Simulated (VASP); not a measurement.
W: band structure with PBE

Crystal: W.

```xyz
1
Lattice="-1.5923 1.5923 1.5923 1.5923 -1.5923 1.5923 1.5923 1.5923 -1.5923" Properties=species:S:1:pos:R:3 pbc="T T T"
W     0.0000    0.0000    0.0000
```

```
Program                : VASP 6.6.1
Task                   : band structure
Functional             : PBE
Potentials or basis    : VASP PAW PBE potentials, release 64 (W_sv)
Cutoff                 : 520 eV
k mesh                 : 16 × 16 × 16
Occupations            : methfessel-paxton, width 0.1 eV
Spin                   : no spin polarisation
Further INCAR settings : ALGO = Normal; EDIFF = 1e-07; NBANDS = 13
```

```
Pressure                : -0.1 GPa
Band gap along the path : none (metal or under the smearing width)
```

Levels at the corners of the path, in eV from the Fermi level:
```tsv
point	band 3	band 4	band 5	band 6	band 7	band 8	band 9	band 10	band 11	band 12
Γ	-37.84	-37.84	-9.58	-1.24	-1.24	-1.24	2.17	2.17	14.43	14.43
H	-38.69	-38.69	-5.73	-5.73	4.99	4.99	4.99	8.05	8.05	8.05
H	-38.69	-38.69	-5.73	-5.73	4.99	4.99	4.99	8.05	8.05	8.05
N	-38.23	-37.84	-6.20	-3.52	0.57	2.06	3.01	5.94	10.74	11.39
N	-38.23	-37.84	-6.20	-3.52	0.57	2.06	3.01	5.94	10.74	11.39
Γ	-37.84	-37.84	-9.58	-1.24	-1.24	-1.24	2.17	2.17	14.43	14.43
Γ	-37.84	-37.84	-9.58	-1.24	-1.24	-1.24	2.17	2.17	14.43	14.43
P	-38.45	-38.45	-2.97	-2.97	-2.97	3.17	3.17	6.40	11.99	11.99
P	-38.45	-38.45	-2.97	-2.97	-2.97	3.17	3.17	6.40	11.99	11.99
H	-38.69	-38.69	-5.73	-5.73	4.99	4.99	4.99	8.05	8.05	8.05
P	-38.45	-38.45	-2.97	-2.97	-2.97	3.17	3.17	6.40	11.99	11.99
N	-38.23	-37.84	-6.20	-3.52	0.57	2.06	3.01	5.94	10.74	11.39
```

Core levels (eV, on the scale of the bands):
```tsv
atom	levels
1 W	1s -69452.0, 2s -11972.5, 2p -10466.1, 3s -2745.1, 3p -2299.2, 3d -1787.2, 4s -553.6, 4p -407.4, 4d -222.3, 4f -17.2
```

Wall time 23 s on 1 thread of AMD EPYC 9R45 96-Core Processor (Zen 5) (shared host), peak memory 0.14 GiB.

Caveat: spin-orbit coupling is left out, which moves the levels of the heavy elements.
